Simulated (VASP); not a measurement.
# BrRb in VASP: settings compared

The runs below take BrRb through single point, with PBE+D3(BJ), B3LYP+D3(BJ).

Everything below comes from runs of VASP 6.6.1. Logs are shortened: lines on timing, memory, paths and dates and some standing lists are left out, and cuts for length are marked.

**1. Starting point**

The cell holds a molecule in a box, 2 atoms: a = 9.000 Å, b = 9.000 Å, c = 12.000 Å, α = 90.00°, β = 90.00°, γ = 90.00°.

**2. Single point, PBE+D3(BJ)**

The input, INCAR:

```
SYSTEM = RbBr
  PREC = Accurate
  ENCUT = 520
  EDIFF = 1E-7
  ISMEAR = 0
  SIGMA = 0.01
  LREAL = .FALSE.
  LASPH = .TRUE.
  NELM = 100
  ALGO = Normal
  ISIF = 2
  LWAVE = .FALSE.
  LCHARG = .FALSE.
  GGA = PE
  IVDW = 12
```

The input, KPOINTS:

```
Automatic mesh
0
G
  1 1 1
  0 0 0
```

The input, POSCAR:

```
RbBr
1.0
    9.0000000000      0.0000000000      0.0000000000
    0.0000000000      9.0000000000      0.0000000000
    0.0000000000      0.0000000000     12.0000000000
Br Rb
1 1
Direct
    0.5014444400      0.5023333300      0.3801356700
    0.5014444400      0.5023333300      0.6255310000
```

Potentials or basis: VASP PAW PBE potentials, release 64 (Br, Rb_sv).

Run with:

```console
cat potpaw_PBE.64/Br/POTCAR potpaw_PBE.64/Rb_sv/POTCAR > POTCAR
mpirun -np 1 vasp_gam > vasp.out
```

OUTCAR:

```text
SYSTEM = RbBr
   PREC = Accurate
   ENCUT = 520
   EDIFF = 1E-7
   ISMEAR = 0
   LREAL = .FALSE.
   LASPH = .TRUE.
   NELM = 100
   ISIF = 2
   GGA = PE
   IVDW = 12
 IVDW          = 12

 ion  position               nearest neighbor table
   1  0.501  0.502  0.380-   2 2.94
   2  0.501  0.502  0.626-   1 2.94

  LATTYP: Found a simple tetragonal cell.
 ALAT       =     9.0000000000
 C/A-ratio  =     1.3333333333

  Lattice vectors:

 A1 = (   9.0000000000,   0.0000000000,   0.0000000000)
 A2 = (   0.0000000000,   9.0000000000,   0.0000000000)
 A3 = (   0.0000000000,   0.0000000000,  12.0000000000)

Analysis of symmetry for initial positions (statically):
=====================================================================
 Subroutine PRICEL returns:
 Original cell was already a primitive cell.

 Routine SETGRP: Setting up the symmetry group for a
 simple tetragonal supercell.

 Subroutine GETGRP returns: Found  8 space group operations
 (whereof  1 operations were pure point group operations)
 out of a pool of 16 trial point group operations.

The static configuration has the point symmetry C_1 .
 The point group associated with its full space group is C_4v.

Analysis of symmetry for dynamics (positions and initial velocities):
=====================================================================
 Subroutine PRICEL returns:
 Original cell was already a primitive cell.

 Routine SETGRP: Setting up the symmetry group for a
 simple tetragonal supercell.

 Subroutine GETGRP returns: Found  8 space group operations
 (whereof  1 operations were pure point group operations)
 out of a pool of 16 trial point group operations.

The dynamic configuration has the point symmetry C_1 .
 The point group associated with its full space group is C_4v.

 Subroutine INISYM returns: Found  8 space group operations
 (whereof  1 operations are pure point group operations),
 and found     1 'primitive' translations

----------------------------------------------------------------------------------------

                                     Primitive cell

  volume of cell :     972.0000

  direct lattice vectors                    reciprocal lattice vectors
     9.000000000  0.000000000  0.000000000     0.111111111  0.000000000  0.000000000
     0.000000000  9.000000000  0.000000000     0.000000000  0.111111111  0.000000000
     0.000000000  0.000000000 12.000000000     0.000000000  0.000000000  0.083333333

  length of vectors
     9.000000000  9.000000000 12.000000000     0.111111111  0.111111111  0.083333333

  position of ions in fractional coordinates (direct lattice)
     0.501444440  0.502333330  0.380135670
     0.501444440  0.502333330  0.625531000

  ion indices of the primitive-cell ions
   primitive index   ion index
                 1           1
                 2           2

----------------------------------------------------------------------------------------

 KPOINTS: Automatic mesh

Automatic generation of k-mesh.
 Grid dimensions read from file:
 generate k-points for:    1    1    1

 Generating k-lattice:

  Cartesian coordinates                     Fractional coordinates (reciprocal lattice)
     0.111111111  0.000000000  0.000000000     1.000000000  0.000000000  0.000000000
     0.000000000  0.111111111  0.000000000     0.000000000  1.000000000  0.000000000
     0.000000000  0.000000000  0.083333333     0.000000000  0.000000000  1.000000000

  Length of vectors
     0.111111111  0.111111111  0.083333333

  Shift w.r.t. Gamma in fractional coordinates (k-lattice)
     0.000000000  0.000000000  0.000000000

 Subroutine IBZKPT returns following result:
 ===========================================

 Found      1 irreducible k-points:

 Following reciprocal coordinates:
            Coordinates               Weight
  0.000000  0.000000  0.000000      1.000000
   k-points           NKPTS =      1   k-points in BZ     NKDIM =      1   number of bands    NBANDS=     12
   number of dos      NEDOS =    301   number of ions     NIONS =      2
   total plane-waves  NPLWV = 441000
   dimension x,y,z NGX =    70 NGY =   70 NGZ =   90
   dimension x,y,z NGXF=   140 NGYF=  140 NGZF=  180
   ions per type =               1   1
   NGX,Y,Z   is equivalent  to a cutoff of  12.93, 12.93, 12.47 a.u.
   NGXF,Y,Z  is equivalent  to a cutoff of  25.86, 25.86, 24.94 a.u.
 SYSTEM =  RbBr
   PREC   = accura    normal or accurate (medium, high low for compatibility)
   ISTART =      0    job   : 0-new  1-cont  2-samecut
   ICHARG =      2    charge: 1-file 2-atom 10-const
   ISPIN  =      1    spin polarized calculation?
   LNONCOLLINEAR =      F non collinear calculations
   LSORBIT =      F    spin-orbit coupling
   LASPH  =      T    aspherical Exc in radial PAW
   ENCUT  =  520.0 eV  38.22 Ry    6.18 a.u.  16.73 16.73 22.31*2*pi/ulx,y,z
   NELM   =    100;   NELMIN=  2; NELMDL= -5     # of ELM steps
   EDIFF  = 0.1E-06   stopping-criterion for ELM
   LREAL  =      F    real-space projection
   EDIFFG = 0.1E-05   stopping-criterion for IOM
   NSW    =      0    number of steps for IOM
   IBRION =     -1    ionic relax: 0-MD 1-quasi-New 2-CG
   NFREE  =      0    steps in history (QN), initial steepest desc. (CG)
   ISIF   =      2    stress and relaxation
   ISYM   =      2    0-nonsym 1-usesym 2-fastsym
   POTIM  = 0.5000    time-step for ionic-motion
   TEBEG  =    0.0;   TEEND  =   0.0 temperature during run
   PSTRESS=    0.0 pullay stress
   NELECT =      16.0000    total number of electrons
   NUPDOWN=      -1.0000    fix difference up-down
   EMIN   =  10.00;   EMAX   =-10.00  energy-range for DOS
   EFERMI =   0.00;   METHOD = LEGACY
   ISMEAR =     0;   SIGMA  =   0.01  broadening in eV -4-tet -1-fermi 0-gaus
   EFERMI_NEDOS =   21; number of points for ismear=-14 and -15
   IALGO  =     38    algorithm
   IMIX   =      4    mixing-type and parameters
     AMIX     =   0.40;   BMIX     =  1.00
     AMIX_MAG =   1.60;   BMIX_MAG =  1.00
  volume/ion in A,a.u.               =     486.00      3279.69
  Fermi-wavevector in a.u.,A,eV,Ry     =   0.416447  0.786970  2.359629  0.173428
  Thomas-Fermi vector in A             =   1.376048
   LORBIT       =      0    0 simple, 1 ext, 2 COOP (PROOUT), +10 PAW based schemes
   GGA     = PE    functional components
   LHFCALC =     F    Hartree Fock is set to
   AEXX    =    0.0000 exact exchange contribution
   IVDW    =    12    specifies the selected vdW correction
   LEPSILON=     F    determine dielectric tensor
   LRPA    =     F    only Hartree local field effects (RPA)
 non-spin polarized calculation
 Gauss-broadening in eV      SIGMA  =   0.01
  energy-cutoff  :      520.00
  volume of cell :      972.00
 maximum number of plane-waves:     13093
 NGX is ok and might be reduce to    70
   NGX = 33   NGY = 33   NGZ = 45

 number of electron      16.0000001 magnetization

 Free energy of the ion-electron system (eV)
  ---------------------------------------------------
  ext. energy  EPLUGINS =         0.00000000
  ---------------------------------------------------
  free energy    TOTEN  =        -4.35126057 eV

  energy without entropy =       -4.35126057  energy(sigma->0) =       -4.35126057

 E-fermi :  -4.2413     XC(G=0):  -1.3062

 val. band max:       -4.3027852976   @ k =   0.0000   0.0000   0.0000
 cond. band min:      -1.5493363100   @ k =   0.0000   0.0000   0.0000
 fundamental gap:      2.7534489876
 Fermi energy:        -4.2413216699

 k-point     1 :       0.0000    0.0000    0.0000
  band No.  band energies     occupation
      1     -31.6299      2.00000
      2     -16.4503      2.00000
      3     -15.7762      2.00000
      4     -15.7762      2.00000
      5     -15.2974      2.00000
      6      -4.5353      2.00000
      7      -4.3028      2.00000
      8      -4.3028      2.00000
      9      -1.5493      0.00000
     10       0.1878      0.00000
     11       0.4473      0.00000
     12       0.4473      0.00000

------------------------ aborting loop because EDIFF is reached ----------------------------------------

 Edisp (eV)   -0.02862

 E8    (eV) :    -0.0143

  FORCE on cell =-STRESS in cart. coord.  units (eV):
  Direction    XX          YY          ZZ          XY          YZ          ZX
  --------------------------------------------------------------------------------------
  -------------------------------------------------------------------------------------
  Total       0.18954     0.18954    -0.26862     0.00000     0.00000     0.00000
  in kB       0.31243     0.31243    -0.44278     0.00000     0.00000     0.00000
  external pressure =        0.06 kB  Pullay stress =        0.00 kB

 VOLUME and BASIS-vectors are now :
 -----------------------------------------------------------------------------
  energy-cutoff  :      520.00
  volume of cell :      972.00
      direct lattice vectors                 reciprocal lattice vectors
     9.000000000  0.000000000  0.000000000     0.111111111  0.000000000  0.000000000
     0.000000000  9.000000000  0.000000000     0.000000000  0.111111111  0.000000000
     0.000000000  0.000000000 12.000000000     0.000000000  0.000000000  0.083333333

 POSITION                                       TOTAL-FORCE (eV/Angst)
 -----------------------------------------------------------------------------------
      4.51300      4.52100      4.56163        -0.000000     -0.000000     -0.069030
      4.51300      4.52100      7.50637         0.000000      0.000000      0.069030
 -----------------------------------------------------------------------------------
    total drift:                                0.000002      0.000004      0.000132

  FREE ENERGIE OF THE ION-ELECTRON SYSTEM (eV)
  ---------------------------------------------------
  free  energy   TOTEN  =        -4.3798855049 eV

  energy  without entropy=       -4.3798855049  energy(sigma->0) =       -4.37988550
```

Run time: 45 s. Hardware: 1 thread of Intel Xeon 6975P-C (Granite Rapids), shared host; peak memory 0.8 GiB.

What came out:

```yaml
Free_energy: -4.3799 eV
Largest_force: 0.069 eV/Å
Gap_between_the_frontier_levels: 2.75 eV
Dispersion_energy_per_atom: -0.014 eV
```

Forces on the atoms (eV/Å):
```
Br   0.000  0.000 -0.069
Rb   0.000  0.000  0.069
```

A hybrid or GW would open this gap; PBE tends to underestimate it.

**3. Single point, B3LYP+D3(BJ)**

POSCAR is that of step 2.

The input, INCAR.step1:

```
SYSTEM = RbBr
PREC = Accurate
ENCUT = 520
EDIFF = 1E-5
ISMEAR = 0
SIGMA = 0.01
LREAL = .False.
LASPH = .True.
NELM = 60
ALGO = Normal
ISIF = 2
LWAVE = .True.
GGA = PE
```

The input, INCAR.step2:

```
SYSTEM = RbBr
PREC = Accurate
ENCUT = 520
EDIFF = 1E-6
ISMEAR = 0
SIGMA = 0.01
LREAL = .False.
LASPH = .True.
NELM = 60
ALGO = Normal
ISIF = 2
LWAVE = .False.
LCHARG = .True.
GGA = B3
LHFCALC = .True.
AEXX = 0.2
AGGAX = 0.72
AGGAC = 0.81
ALDAC = 0.19
PRECFOCK = Fast
HFRCUT = -1
IVDW = 12
LELF = .True.
LVHAR = .True.
LVACPOTAV = .True.
ISTART = 1
```

The input, KPOINTS:

```
Automatic mesh
0
Gamma
  1 1 1
  0 0 0
```

Potentials or basis: VASP PAW PBE potentials, release 64 (Br, Rb_sv).

Run with:

```console
cat potpaw_PBE.64/Br/POTCAR potpaw_PBE.64/Rb_sv/POTCAR > POTCAR
cp INCAR.step1 INCAR
mpirun -np 1 vasp_gam > vasp.out
cp INCAR.step2 INCAR
mpirun -np 1 vasp_gam > vasp.out
```

Run time: 3.9 min. Hardware: 1 thread of Intel Xeon 6975P-C (Granite Rapids), shared host; peak memory 0.85 GiB.

It converged, with:

| Item | Value |
| --- | --- |
| Free energy | -5.3761 eV |
| Largest force | 0.181 eV/Å |
| Gap between the frontier levels | 3.96 eV |
| Dispersion energy per atom | -0.033 eV |

Forces in eV/Å, atoms in the order of the input:
```
Br   0.000  0.000 -0.181
Rb   0.000  0.000  0.181
```

Levels at points of the mesh, in eV from the valence-band top:
| k point | band 6 | band 7 | band 8 | band 9 | band 10 | band 11 |
| --- | --- | --- | --- | --- | --- | --- |
| (0.00, 0.00, 0.00) | -0.20 | 0.00 | 0.00 | 3.96 | 5.70 | 5.96 |

Caveat: the PAW data sets were made with another functional, which shifts forces and pressure a little.

**4. The reference run**

An earlier run on the cell as given: functional PBE; potentials or basis VASP PAW PBE potentials, release 64 (Br, Rb_sv); cutoff 520 eV; k mesh 1 × 1 × 1; occupations gaussian, width 0.01 eV; no spin polarisation.

- Largest force: 0.070 eV/Å
- Gap between the frontier levels: 2.75 eV

**5. The runs side by side**

| level | grid for exact exchange (PRECFOCK) | exchange at q = 0 | gap on the mesh (eV) | largest force (eV/Å) |
| --- | --- | --- | --- | --- |
| PBE+D3(BJ) | - | - | 2.75 | 0.07 |
| B3LYP+D3(BJ) | Fast | truncated | 3.96 | 0.18 |
| PBE | - | - | 2.75 | 0.07 |

Alike in all rows: task single point; potentials or basis VASP PAW PBE potentials, release 64 (Br, Rb_sv); no spin polarisation; cell as given; k mesh 1 × 1 × 1; cutoff (eV) 520; smearing gaussian 0.01 eV.

On the cell as given the gap runs from 2.75 eV (PBE) to 3.96 eV (B3LYP+D3(BJ)).

Caveats: the PAW data sets were made with another functional, which shifts forces and pressure a little (some runs).

Total energies depend on the potentials used, so only differences within one code and one set of settings carry meaning.
